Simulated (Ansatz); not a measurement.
Cu Kα1 powder pattern (kinematic, no thermal factors).
2θ (°) (relative intensity): 19.16 (18), 28.92 (14), 36.86 (11), 37.30 (10), 38.89 (31), 39.01 (100), 40.25 (13), 43.43 (3), 45.32 (62), 49.63 (5), 57.21 (7), 59.91 (1), 60.00 (4), 65.94 (18), 66.11 (21), 66.97 (2), 69.09 (5), 69.54 (3), 71.27 (2), 73.72 (5), 78.16 (1), 78.43 (1), 79.28 (10), 79.43 (22), 79.51 (12), 80.32 (2), 83.49 (2), 83.79 (10), 86.75 (2), 86.98 (1)

The pattern is computed from a structure relaxed with Ansatz 0.2.0, DFT PBE, scalar-relativistic, plane waves, PAW. No spin polarisation. Its elements are Ge, Si.

Give the structure.

Si3Ge.
Space group R-3m:H (No. 166). a = 2.825 Å, b = 2.825 Å, c = 27.766 Å, α = 90.00°, β = 90.00°, γ = 120.00°
```tsv
atom	site	symmetry	x	y	z
Si	3a	-3m	0.0000	0.0000	0.0000
Si	6c	3m	0.3333	0.6667	0.9234
Ge	3b	-3m	0.6667	0.3333	0.8333
```

A pattern alone doesn't exclude other cells with like lines; this is the one computed.

Another cell of Si3Ge relaxed alike, in P-4m2, lies 0.51 eV/atom lower, so this cell isn't the stable form at this level.

It was reached by relaxing an invented guess, and it needn't be the stable form of this composition.
